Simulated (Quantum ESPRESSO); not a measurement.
**TaS2 under changes of volume**

One of the cells (18.984 Å³/atom); the others are scaled copies at fixed shape and fractional positions:

```
Ta S
1.0
     3.35000    0.00000    0.00000
    -1.67500    2.90119    0.00000
     0.00000    0.00000    5.86000
Ta S
1 2
Direct
  0.00000 0.00000 0.00000
  0.66667 0.33333 0.75000
  0.33333 0.66667 0.25000
```

```yaml
Program: Quantum ESPRESSO 7.5
Functional: LDA
Potentials_or_basis: PseudoDojo 0.4.1 SR LDA standard
Cutoff: 789 eV
Density_cutoff: 3157 eV
k_mesh: 9 × 9 × 5
Occupations: fermi-dirac, width 0.05 eV
Spin: no spin polarisation
```

| volume (Å³/atom) | energy over the lowest point (meV/atom) | pressure (GPa) | largest force (eV/Å) |
| --- | --- | --- | --- |
| 17.845 | 39.68 | 10.9 | 1.830 |
| 18.225 | ? | ? | ? |
| 18.605 | 5.45 | 3.9 | 1.054 |
| 18.984 | 0.00 | 0.8 | 0.706 |
| 19.364 | 1.32 | -1.9 | 0.383 |
| 19.744 | 8.75 | -4.3 | 0.081 |
| 20.123 | 21.70 | -6.5 | 0.200 |

Q: What does the run at 18.225 Å³/atom give?

A: Energy over the lowest point 18.41 meV/atom; pressure 7.2 GPa; largest force 1.428 eV/Å.

Worked out: A Birch-Murnaghan fit of order 3 (a polynomial in V^(-2/3)) to the other rows has its minimum at 19.10 Å³/atom with B0 = V·E''(V) = 139 GPa and B' = 4.1 at fixed shape and positions, which overstates the stiffness. It gives 18.41 meV/atom at 18.225 Å³/atom, against the run's 18.41, and -dE/dV = 7.2 GPa, against 7.2.

Energies are extrapolated to zero smearing.

Caveats: forces of over 1 eV/Å show positions far from the minimum, so gaps and moduli don't describe the material at rest (some runs).
